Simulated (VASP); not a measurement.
Runs of VASP 6.6.1 on SiC (Moissanite). The structure is hexagonal, space group P6_3mc (No. 186). Conventional cell: a = 3.076 Å, b = 3.076 Å, c = 5.048 Å, α = 90.00°, β = 90.00°, γ = 120.00°. Si (site symmetry 3m) has 4 C at 1.87 to 1.94 Å as nearest neighbours. Around C (site symmetry 3m) lie 4 Si at 1.87 to 1.94 Å. 

| level | potentials or basis | further INCAR settings | gap on the mesh (eV) | pressure (GPa) | largest force (eV/Å) |
| --- | --- | --- | --- | --- | --- |
| LDA | VASP PAW LDA potentials, release 64 (Si, C) | ALGO = Fast; EDIFF = 1e-06 | 2.36 | -3.6 | 0.73 |
| r2SCAN | VASP PAW PBE potentials, release 64 (Si, C) | ALGO = Normal; EDIFF = 1e-06 | 2.86 | 0.0 | (a) |
| PBE | VASP PAW PBE potentials, release 64 (Si, C) | ALGO = Fast; EDIFF = 1e-06 | (b) | 3.6 | 0.75 |
| PBEsol | VASP PAW PBE potentials, release 64 (Si, C) | ALGO = Fast; EDIFF = 1e-06 | 2.32 | (c) | 0.75 |
| TB-mBJ | VASP PAW PBE potentials, release 64 (Si, C) | ALGO = Normal; EDIFF = 1e-06 | 3.47 | - | - |

Alike in all rows: task band structure; no spin polarisation; cell as given; k mesh 10 × 10 × 6; cutoff (eV) 520; smearing gaussian 0.02 eV.

Q: Estimate the missing entries.

A: (a) 0.77; (b) 2.48; (c) 0.6.

Caveats: the mesh misses the band edges, which the band path finds closer together; the PAW data sets were made with another functional, which shifts forces and pressure a little (some runs).
